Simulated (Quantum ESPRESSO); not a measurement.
Crystal: MgB2.

```
Mg B
1.0
     3.08500    0.00000    0.00000
    -1.54250    2.67169    0.00000
     0.00000    0.00000    3.52300
Mg B
1 2
Direct
  0.00000 0.00000 0.00000
  0.66667 0.33333 0.50000
  0.33333 0.66667 0.50000
```

```yaml
Program: Quantum ESPRESSO 7.5
Task: phonons
Functional: PBE
Dispersion: D2
Potentials_or_basis: SG15 PBE 1.2
Cutoff: 952 eV
Density_cutoff: 3810 eV
k_mesh: 8 × 8 × 7
Occupations: methfessel-paxton, width 0.2 eV
Spin: no spin polarisation
Mixing_beta: 0.5
Most_SCF_iterations: 120
SCF_threshold: 6e-10 Ry
```

At Γ the optical frequencies are 306 306 361 502 502 682 cm⁻¹, at a pressure of -5.5 GPa.

Problem. How do the modes respond when the cell is scaled evenly, at fixed shape?

Solution. The highest mode has a Grüneisen parameter of 0.59. None of the listed modes softens on compression. Real pressure also changes the shape of this cell, most of all in layered crystals, so these aren't the shifts under hydrostatic load.

Frequencies at 99 % and 101 % of the volume (pressures -4.1 and -6.8 GPa), ions relaxed:
```
mode  99 % (cm⁻¹)  101 % (cm⁻¹)  Grüneisen parameter
   4        311.3         299.8                 1.89
   5        311.3         299.8                 1.89
   6        369.6         351.8                 2.47
   7        508.4         495.7                 1.26
   8        508.4         495.7                 1.26
   9        686.2         678.2                 0.59
```

Modes are matched by their order; those that don't vary smoothly over the three volumes are left out.

Caveat: the mesh is thin for the phonons of a metal; the cell is more than 3 GPa from zero pressure, which shifts response properties; pairwise dispersion overbinds metals, which lowers pressure and volume.
